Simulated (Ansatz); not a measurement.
## Time and memory for P

```yaml
crystal:
  lattice:
    - [5.503, 0.0, 0.0]
    - [-1.9932656975, 10.7000881363, 0.0]
    - [-1.8812344655, -1.265791174, 10.5723373417]
  atoms:
    - { symbol: P, position: [0.0774761259, -0.009073768, 0.6756906104] }
    - { symbol: P, position: [0.9225238741, 1.009073768, 0.3243093896] }
    - { symbol: P, position: [0.5856285322, 0.1790053798, 0.5408925356] }
    - { symbol: P, position: [0.4143714678, 0.8209946202, 0.4591074644] }
    - { symbol: P, position: [0.1715021722, 0.0509599551, 0.1894743556] }
    - { symbol: P, position: [0.8284978278, 0.9490400449, 0.8105256444] }
    - { symbol: P, position: [0.7783468051, 0.3781121725, 0.5598945919] }
    - { symbol: P, position: [0.2216531949, 0.6218878275, 0.4401054081] }
    - { symbol: P, position: [0.6904627814, 0.3030615231, 0.024344137] }
    - { symbol: P, position: [0.3095372186, 0.6969384769, 0.975655863] }
    - { symbol: P, position: [0.2386502186, 0.0141060565, 0.8756496802] }
    - { symbol: P, position: [0.7613497814, 0.9858939435, 0.1243503198] }
    - { symbol: P, position: [0.5021260568, 0.3179437826, 0.6777530195] }
    - { symbol: P, position: [0.4978739432, 0.6820562174, 0.3222469805] }
    - { symbol: P, position: [0.3732573893, 0.3228578536, 0.4778758668] }
    - { symbol: P, position: [0.6267426107, 0.6771421464, 0.5221241332] }
    - { symbol: P, position: [0.0785203562, 0.3666805819, 0.1300725718] }
    - { symbol: P, position: [0.9214796438, 0.6333194181, 0.8699274282] }
    - { symbol: P, position: [0.007815745, 0.1456955893, 0.7997368851] }
    - { symbol: P, position: [0.992184255, 0.8543044107, 0.2002631149] }
    - { symbol: P, position: [0.8028238829, 0.4899902891, 0.1347130873] }
    - { symbol: P, position: [0.1971761171, 0.5100097109, 0.8652869127] }
    - { symbol: P, position: [0.7633602687, 0.3178331151, 0.2288179901] }
    - { symbol: P, position: [0.2366397313, 0.6821668849, 0.7711820099] }
kpoints:
  mp_grid: { grid: [6, 3, 3] }
scf:
  occupations: { method: fermi_dirac, width: 0.02 }
hamiltonian:
  xc: pbe
  pseudopotentials: { kind: paw }
output:
  forces: true
  stress: true
  populations: true
  efg: { contact_densities: true }
relax:
  f_tol: 0.02
  max_steps: 60
```

```sh
ansatz run input.yaml --threads 4 --pin off --max-ram 8192MiB --backend cpu --events-out ev --progress --plain --runs-dir out
```

It runs on 4 threads of Intel Xeon 6975P-C (Granite Rapids) (x86_64; 16 cores open to the job, memory cap 8.0 GiB, no GPU), a shared host with a load of 0.4 a core.

Q: How much time and memory should be set aside?

A: About 99 s of wall time (6.2 min of CPU time) and 2.2 GiB. The run holds 120 valence electrons in 84 bands, about 12161 plane waves a k-point and 28 irreducible k-points, and took 41 SCF iterations, over 6 ionic steps. Times on a shared host vary by tens of per cent.
